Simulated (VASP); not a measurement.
The system is HgTe (Coloradoite).

```
Hg Te
1.0
     0.00000    3.21450    3.21450
     3.21450    0.00000    3.21450
     3.21450    3.21450    0.00000
Hg Te
1 1
Direct
  0.00000 0.00000 0.00000
  0.75000 0.75000 0.75000
```

| Item | Value |
| --- | --- |
| Program | VASP 6.6.1 |
| Task | relaxation of cell and atoms |
| Functional | PBE |
| Potentials or basis | VASP PAW PBE potentials, release 54 (Hg, Te) |
| Cutoff | 600 eV |
| k mesh | 7 × 7 × 7 |
| Occupations | fermi-dirac, width 0.05 eV |
| Spin | no spin polarisation |

At the start: pressure 4.7 GPa; volume 33.22 Å³/atom.

Question: Where does the relaxation end?

Answer: Over 3 steps the energy falls by 47.6 meV/atom and the volume is 36.83 Å³/atom (+10.9 %); space group F-43m (No. 216, to 0.05 Å).

The path:
```csv
step,energy change (eV),largest force (eV/Å),pressure (GPa),volume (Å³)
1,0.0000,0.0000,4.67,66.43
2,-0.0869,0.0000,-1.04,76.18
3,-0.0952,0.0000,0.01,73.66
```

Final structure:
```yaml
crystal:
  lattice:
    - [0.00000, 3.32709, 3.32709]
    - [3.32709, 0.00000, 3.32709]
    - [3.32709, 3.32709, 0.00000]
  atoms:
    - { symbol: Hg, position: [0.00000, 0.00000, 0.00000] }
    - { symbol: Te, position: [0.75000, 0.75000, 0.75000] }
```

Caveat: the volume moved by +11 % from the deposited cell, more than functionals usually miss.
